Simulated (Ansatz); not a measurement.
A run of Ansatz 0.2.0 is set up as follows.

The input input:

```
crystal:
  lattice:
    - [-2.3713723045, 2.3713723045, 1.3292653899]
    - [2.3713723045, -2.3713723045, 1.3292653899]
    - [2.3713723045, 2.3713723045, -1.3292653899]
  atoms:
    - { symbol: Si, position: [0.5, 0.5, 0.0] }
    - { symbol: Si, position: [0.25, 0.75, 0.5] }
hamiltonian:
  xc: b3lyp
  pseudopotentials: { kind: paw }
kpoints:
  mp_grid: { grid: [6, 6, 6] }
scf:
  occupations: { method: fermi_dirac, width: 0.05 }
output:
  forces: true
  stress: true
  eigenvalues: true
  write_density: true
  write_potential: true
  elf: true
  volumetric_format: npy
relax:
  f_tol: 0.01
  max_steps: 40
  cell: { stress_tol: 0.05 }
```

Task: Estimate the band gap on the k mesh.

Result: None (metal or under the smearing width).

Task: Predict the space group after relaxing (to 0.05 Å).

Result: I4_1/amd (No. 141).

Step by step:
```
step  energy change (eV)  largest force (eV/Å)  volume (Å³)
   1              0.0000                0.0000        29.90
   2             -0.0647                0.0000        31.20
   3             -0.0788                0.0000        33.65
   4             -0.1065                0.0000        32.43
   5             -0.1152                0.0000        32.14
   6             -0.1194                0.0000        31.57
   7             -0.1199                0.0000        31.48
   8             -0.1199                0.0000        31.50
   9             -0.1206                0.0000        31.50
```

Caveat: the k mesh is coarse (spacing up to 0.45 Å⁻¹), so the values aren't converged, least of all with exact exchange; the plane-wave basis is chosen anew once the cell has moved, so the energies of steps on either side of that aren't comparable; the PAW data sets come from PBE, with cores solved anew for the run's functional, which leaves a small shift of forces and pressure.
